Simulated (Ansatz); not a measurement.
**Electric field gradients in SnO₂**

These are results of Ansatz 0.2.0, DFT LDA, scalar-relativistic, plane waves, PAW, not measurements. Settings: 420 eV plane-wave cutoff, Γ-centred 6×6×6 mesh, fixed occupations. No spin polarisation.

Relaxed structure:
```xyz
12
Lattice="4.7034 0.0000 0.0000 0.0000 5.6950 0.0000 0.0000 0.0000 5.2042" Properties=species:S:1:pos:R:3 pbc="T T T"
Sn    2.3517    3.8003    3.9032
Sn    0.0000    4.7421    1.3011
Sn    2.3517    1.8946    1.3011
Sn    0.0000    0.9528    3.9032
O     3.4382    3.4449    0.4041
O     1.0865    5.0975    4.8001
O     3.6169    5.0975    3.0062
O     1.2652    3.4449    2.1980
O     3.4382    2.2500    3.0062
O     1.0865    0.5974    2.1980
O     3.6169    0.5974    0.4041
O     1.2652    2.2500    4.8001
```

Spin–orbit coupling is left out, which matters for gradients at heavy nuclei.

**Question.** Give V_zz (10²¹ V/m²) and the asymmetry η at each distinct site.

**Answer.**
```csv
atom,V_zz,η
Sn (atom 1),-2.91,0.56
O (atom 5),-10.18,0.41
```

This form isn't the usual stable structure of the compound.

Cost: 1 run of about 0.24 core-minutes, on Intel Xeon 6975P-C (Granite Rapids) (shared hosts).